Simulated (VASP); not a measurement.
Set up this calculation in VASP 6.6.1, as the native input.

```
Task                   : relaxation of cell and atoms
Functional             : PBEsol
Potentials or basis    : VASP PAW PBE potentials, release 64 (Hf_pv)
Cutoff                 : 520 eV
k mesh                 : 3 × 3 × 4
Occupations            : gaussian, width 0.1 eV
Spin                   : no spin polarisation
Target pressure        : 12 GPa
Further INCAR settings : ALGO = Normal; EDIFF = 1e-07; IBRION = 2; EDIFFG = -0.002; NSW = 80; ISIF = 3
Target pressure        : 12 GPa
```

The structure of Hf lies in POSCAR:

```
Hf                                      
1.0
    4.7489480714      0.0000000000      0.0000000000
   -2.3744740357      4.1127096879     -0.0000000000
    0.0000000000     -0.0000000000      2.9839411423
  Hf            
     3
Direct
     0.6666666699999979    0.3333333300000021    0.5000000000000000
     0.3333333300000021    0.6666666699999979    0.5000000000000000
     0.0000000000000000    0.0000000000000000    0.0000000000000000
```

This isn't the form of Hf at room conditions, which is hcp.

These files were run (other wordings do the same):

INCAR

```
ALGO = Normal ; EDIFF = 1E-7
EDIFFG = -0.002 ; ENCUT = 520
GGA = PS ; IBRION = 2
ISIF = 3 ; ISMEAR = 0
KPAR = 4 ; LASPH = T
LCHARG = F ; LREAL = F
LWAVE = F ; NELM = 60
NSW = 80 ; PREC = Accurate
PSTRESS = 120.0 ; SIGMA = 0.1
```

KPOINTS

```
k-points
0
Gamma
  3 3 4
```

Potentials or basis: VASP PAW PBE potentials, release 64 (Hf_pv).

Run with:

```sh
$ cat potpaw_PBE.64/Hf_pv/POTCAR > POTCAR
$ mpirun -np 4 vasp_std > vasp.out
```

Results of the run:

```yaml
Relaxed_volume: 19.43 Å³/atom
Relaxed_cell: a = 4.749 Å, b = 4.749 Å, c = 2.984 Å, α = 90.00°, β = 90.00°, γ = 120.00°
Space_group_after_relaxing_to_0.05_Å: P6/mmm (No. 191)
Energy_change_on_relaxing_the_enthalpy_is_what_falls: -0.2 meV/atom
Ionic_steps: 3
Pressure_after_relaxing: 12.0 GPa
Band_gap_on_the_k_mesh: none (metal or under the smearing width)
```

Caveat: the k mesh is coarse (spacing up to 0.53 Å⁻¹), so the values aren't converged; the cell is relaxed towards a set pressure, so the enthalpy falls and the energy may rise; the PAW data sets were made with another functional, which shifts forces and pressure a little.

Run time: 11 s on 4 MPI ranks on Intel(R) Xeon(R) Platinum 8375C CPU @ 2.90GHz (Ice Lake) (shared host), peak memory 0.17 GiB a rank.
